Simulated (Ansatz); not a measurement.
Consider Te2Mo (1T sheet).

The cell holds 3 atoms: 1 Mo and 2 Te. Its edges and angles: a = 3.425 Å, b = 3.425 Å, c = 30.489 Å, α = 90.0°, β = 90.0°, γ = 120.0°. Vacuum lies along c.

```xyz
3
Lattice="0.0000 2.4215 2.4215 2.4215 -2.4215 0.0000 17.6026 17.6026 -17.6026" Properties=species:S:1:pos:R:3
Mo    5.5842    5.5842   -5.5842
Te    8.2770    5.8554   -5.8554
Te    5.3130    5.3130   -2.8915
```

The structure was relaxed with PBEsol. The structure was generated from a model, not taken from a measurement. The runs that relaxed it are not among those shown. The program's search for lower electronic states was switched off, so nothing shows that the state found is the lowest. Spin-orbit coupling is left out unless a run names it. PAW set soft_2, made with PBE.

A constrained-RPA run (Ansatz 0.2.0; non-magnetic PBEsol; Mo t2g + anion p, bands v7 to c2, 6×6×1 mesh, medium accuracy) builds 9 functions on bands 8.3 eV wide, with 14.0 electrons in the window. The bare on-site interaction is 12.5 eV and the bare J 0.48 eV.

Q: Estimate U, U′ and J.

On the Mo t2g shell, U = 3.44 eV (28 % of the bare value), U′ = 2.72 eV, J = 0.34 eV.

The parent state is non-magnetic and the interaction static (zero frequency); U depends on the window and the orbitals, so it belongs to this model alone. A window that holds the anion p bands defines a model with explicit ligands; its U belongs to that model and is not the U of DFT+U.

[Paths, hosts, dates, memory and timing lines, banners, echoed tables and standing remarks are left out of the program output.]

[Logs are printed without paths, hosts, clocks, repeated set-up lines and the standing remarks that a program may print on its own settings, such as how far it seeks lower states.]

[Runs of the session that timed out or met a known fault of the program may be left out.]

[Hosts, paths, dates, database ids (printed as entryN), source tags and the programs' standing remarks are cut or masked in the printed files.]
